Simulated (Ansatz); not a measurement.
Li₃N (Li3N type, space group P6/mmm)

```yaml
crystal:
  lattice:
    - [3.60715, 0.00000, 0.00000]
    - [-1.80357, 3.12388, 0.00000]
    - [0.00000, 0.00000, 3.84457]
  atoms:
    - { symbol: Li, position: [0.00000, 0.00000, 0.50000] }
    - { symbol: Li, position: [0.33333, 0.66667, 0.00000] }
    - { symbol: Li, position: [0.66667, 0.33333, 0.00000] }
    - { symbol: N, position: [0.00000, 0.00000, 0.00000] }
```

The slice is a (1 -1 0 0) plane (indices of the conventional cell) through the point (0.000, 0.000, 0.500) (fractional), spanned by u = [110] and v = [001] in vectors of this cell: u (3.61 Å) and v (3.84 Å, at 90° to u). It covers one period; positions are fractions (u, v).

Level of theory: PBEsol (plane waves to 420 eV, PAW, scalar-relativistic; Ansatz, a first-principles code). k mesh 11×11×9. Inside the PAW spheres the values are not all-electron values, and peaks at nuclei hang on which shells count as valence. Li3N was relaxed with its symmetry unable to fall.

**Question.** What is the ELF at the density minimum of the shortest Li–N line in this plane (1.92 Å)?

**Answer.** 0.09.

**Question.** The ELF has a maximum in the middle third of the Li–N line. Where, and how high?

**Answer.** 0.81, 1.2 Å from Li.

**Question.** What is the valence density on the shortest Li–N line in this plane (1.92 Å), at its minimum between the atoms?

**Answer.** 0.26 e/Å³.

**Question.** Predict the map of the electron localisation function (ELF) on the slice.

**Answer.** 
```
|xxxx*.      .......      .*xxx|
|xxx%-      .........      -%xx|
|xx*-.     ...........     .-*x|
|-:.     ..::.......::..     .:|
|      .::--::.....::--::.     |
| ....:-====-::...::-====-:....|
|---=++***+=-::...::-=+***++=--|
|#########*+=-:...:-=+*########|
|@@@@@%%%##*=-:...:-=*##%%%@@@@|
|@@@@@@@%%#*=-:...:-=*#%%@@@@@@|
|@@@@@@@@%#*=-.. ..-=*#%@@@@@@@|
|%%@@@@@@%%*=:.   .:=*%%@@@@@@%|
|xx%@@@@@@%*=:.   .:=*%@@@@@@%x|
|xxx%@@@@@%#=:.   .:=#%@@@@@%xx|
|xxxx@@@@@%#=:.   .:=#%@@@@@xxx|
|xxxx%@@@@%#=:.   .:=#%@@@@%xxx|
|xxxx@@@@@%#=:.   .:=#%@@@@@xxx|
|xxx%@@@@@%#=:.   .:=#%@@@@@%xx|
|xx%@@@@@@%*=:.   .:=*%@@@@@@%x|
|%%@@@@@@%%*=:.   .:=*%%@@@@@@%|
|@@@@@@@@%#*=-.. ..-=*#%@@@@@@@|
|@@@@@@@%%#*=-:...:-=*#%%@@@@@@|
|@@@@@%%%##*=-:...:-=*##%%%@@@@|
|#########*+=-:...:-=+*########|
|---=++***+=-::...::-=+***++=--|
| ....:-====-::...::-====-:....|
|      .::--::.....::--::.     |
|-:.     ..::.......::..     .:|
|xx*-.     ...........     .-*x|
|xxx%-      .........      -%xx|
|xxxx*.      .......      .*xxx|
|xxxx#:       .....       :#xxx|
```
Scale: ten equal steps from 0.01 (start of ' ') to 0.84 (end of '@'), in the order ' .:-=+*#%@'. Values: electron localisation function (ELF). The map has 30 points along u (one character each, u = 0 at the left) and 32 along v (v = 0 in the bottom row). Points within 0.4 Å of a nucleus are blanked (x), as the pseudised field means little there.
